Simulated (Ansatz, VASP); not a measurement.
**HfN in VASP and in Ansatz**

```
Hf N
1.0
     0.00000    2.21020    2.21020
     2.21020    0.00000    2.21020
     2.21020    2.21020    0.00000
Hf N
1 1
Direct
  0.00000 0.00000 0.00000
  0.50000 0.50000 0.50000
```

Change from the starting cell: volume scaled by 0.9405.

Alike in both runs: task single point; functional PBE; k mesh 16 × 16 × 16; occupations fermi-dirac, width 0.05 eV; no spin polarisation.

|  | VASP | Ansatz |
| --- | --- | --- |
| version | VASP 6.6.1 | Ansatz 0.2.0 |
| potentials or method | VASP PAW PBE potentials, release 64 (Hf_pv, N), cutoff 520 eV | all-electron LAPW, scalar-relativistic |

```csv
,VASP,Ansatz,Ansatz less VASP
pressure (GPa),24.4,27.0,+2.63
```

Ansatz ran all-electron here, so the differences hold the error of VASP's frozen core and of both bases.

Caveats: so large a pressure means that the cell lies far from this level's equilibrium, or that cutoff or potentials fall short (VASP). The runs have no spin-orbit coupling, so splittings on Hf are missing.
